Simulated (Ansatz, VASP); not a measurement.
# One calculation of SnSe, two programs

The input INCAR:

```
ALGO = Fast
EDIFF = 1E-7
ENCUT = 520
GGA = PE
ISIF = 2
ISMEAR = 0
LASPH = True
LCHARG = True
LELF = True
LREAL = False
LVHAR = True
LWAVE = False
NBANDS = 17
NELM = 60
PREC = Accurate
SIGMA = 0.1
```

The input KPOINTS:

```
k-points
0
Gamma
  6 6 6
```

File POSCAR:

```
SnSe
1.0
    0.0000000000      3.0921892080      3.0921892080
    3.0921892080      0.0000000000      3.0921892080
    3.0921892080      3.0921892080      0.0000000000
Sn Se
1 1
Direct
    0.0000000000      0.0000000000      0.0000000000
    0.5000000000      0.5000000000      0.5000000000
```

Input for Ansatz:

```yaml
crystal:
  lattice:
    - [0.0, 3.092189208, 3.092189208]
    - [3.092189208, 0.0, 3.092189208]
    - [3.092189208, 3.092189208, 0.0]
  atoms:
    - { symbol: Sn, position: [0.0, 0.0, 0.0] }
    - { symbol: Se, position: [0.5, 0.5, 0.5] }
basis:
  ecutwfc: 420
kpoints:
  mp_grid: { grid: [6, 6, 6] }
hamiltonian:
  xc: pbe
scf:
  occupations: { method: gaussian, width: 0.1 }
output:
  forces: true
  stress: true
  eigenvalues: true
```

Alike in both runs: task single point; functional PBE; k mesh 6 × 6 × 6; occupations gaussian, width 0.1 eV; no spin polarisation.

|  | VASP | Ansatz |
| --- | --- | --- |
| version | VASP 6.6.1 | Ansatz 0.2.0 |
| potentials or method | VASP PAW PBE potentials, release 64 (Sn_d, Se) | scalar-relativistic, plane waves, PAW |
| plane-wave cutoff (eV) | 520 | 420 |
| valence electrons in the cell | 20 | 30 |

|  | VASP | Ansatz | Ansatz less VASP |
| --- | --- | --- | --- |
| gap on the k mesh at the Fermi level (eV) | 0.25 | 0.25 | -0.001 |
| least direct gap on the mesh (eV) | 0.25 | 0.25 | -0.001 |
| pressure (GPa) | -2.9 | -2.9 | +0.02 |

The two sets of potentials don't hold the same shells in valence.

Caveats: spin-orbit coupling is left out, which moves the levels of the heavy elements. A k mesh can miss the band edges.
